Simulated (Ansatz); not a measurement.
SiNi:

```
Ni Si
1.0
     4.50369    0.00000    0.00000
     0.00000    4.50369    0.00000
     0.00000    0.00000    4.50369
Ni Si
4 4
Direct
  0.14950 0.14950 0.14950
  0.64950 0.35050 0.85050
  0.85050 0.64950 0.35050
  0.35050 0.85050 0.64950
  0.84683 0.84683 0.84683
  0.34683 0.65317 0.15317
  0.15317 0.34683 0.65317
  0.65317 0.15317 0.34683
```

The cell is a database's computed one.

| Item | Value |
| --- | --- |
| Program | Ansatz 0.2.0 |
| Task | relaxation of cell and atoms |
| Functional | RPBE |
| Dispersion | D3(BJ) |
| Potentials or basis | Ansatz PAW |
| Cutoff | 420 eV (not typed: the program's choice for these potentials) |
| k mesh | 6 × 6 × 6 |
| Occupations | fermi-dirac, width 0.05 eV |
| Spin | collinear spin, ferromagnetic start |
| Starting moments | [1.0, 1.0, 1.0, 1.0, 0.0, 0.0, 0.0, 0.0] μB |

At the start: volume 11.42 Å³/atom.

**Question.** Where does the relaxation end?

**Answer.** It ends after 6 steps and the volume is 9.95 Å³/atom (-12.9 %); space group P2_13 (No. 198, to 0.05 Å); moment 0.00 μB per cell.

Step by step:
| step | energy change (eV) | largest force (eV/Å) | volume (Å³) |
| --- | --- | --- | --- |
| 1 | 0.0000 | 0.0193 | 91.35 |
| 2 | -0.9372 | 0.0400 | 84.23 |
| 3 | -1.1212 | 0.0047 | 78.05 |
| 4 | -1.1474 | 0.0029 | 79.57 |
| 5 | -1.1474 | 0.0028 | 79.60 |
| 6 | -1.1412 | 0.0028 | 79.60 |

Final structure:
```
Ni Si
1.0
     4.30171    0.00000    0.00000
     0.00000    4.30171    0.00000
     0.00000    0.00000    4.30171
Ni Si
4 4
Direct
  0.15106 0.15106 0.15106
  0.65106 0.34894 0.84894
  0.84894 0.65106 0.34894
  0.34894 0.84894 0.65106
  0.84730 0.84730 0.84730
  0.34730 0.65270 0.15270
  0.15270 0.34730 0.65270
  0.65270 0.15270 0.34730
```

Caveat: the plane-wave basis is chosen anew once the cell has moved, so the energies of steps on either side of that aren't comparable; pairwise dispersion overbinds metals, which lowers pressure and volume; the PAW data sets come from PBE, with cores solved anew for the run's functional, which leaves a small shift of forces and pressure; the starting moments weren't kept.
